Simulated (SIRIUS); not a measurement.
## Nb under changes of volume

One of the cells (19.300 Å³/atom); the others are scaled copies at fixed shape and fractional positions:

```xyz
1
Lattice="0.0000 2.1290 2.1290 2.1290 0.0000 2.1290 2.1290 2.1290 0.0000" Properties=species:S:1:pos:R:3 pbc="T T T"
Nb    0.0000    0.0000    0.0000
```

This isn't the form of Nb at room conditions, which is bcc.

* Program: SIRIUS 7.10.0
* Functional: PBEsol
* Potentials or basis: PseudoDojo 0.4.1 PBEsol standard (scalar relativistic)
* Cutoff: 1127 eV
* Density cutoff: 4507 eV
* k mesh: 11 × 11 × 11
* Occupations: fermi-dirac, width 0.05 eV
* Spin: no spin polarisation

```tsv
volume (Å³/atom)	energy over the lowest point (meV/atom)	pressure (GPa)
17.786	?	?
18.165	0.00	-0.7
18.543	5.77	-4.1
19.300	40.14	-10.1
19.679	67.22	-12.6
20.057	99.97	-14.9
```

Task: What does the run at 17.786 Å³/atom give?

Result: Energy over the lowest point 2.91 meV/atom; pressure 3.1 GPa.

Worked out: A Birch-Murnaghan fit of order 3 (a polynomial in V^(-2/3)) to the other rows has its minimum at 18.10 Å³/atom, just outside them, with B0 = V·E''(V) = 180 GPa and B' = 4.1. It gives 2.97 meV/atom at 17.786 Å³/atom, against the run's 2.91, and -dE/dV = 3.2 GPa, against 3.1.

Energies are extrapolated to zero smearing.
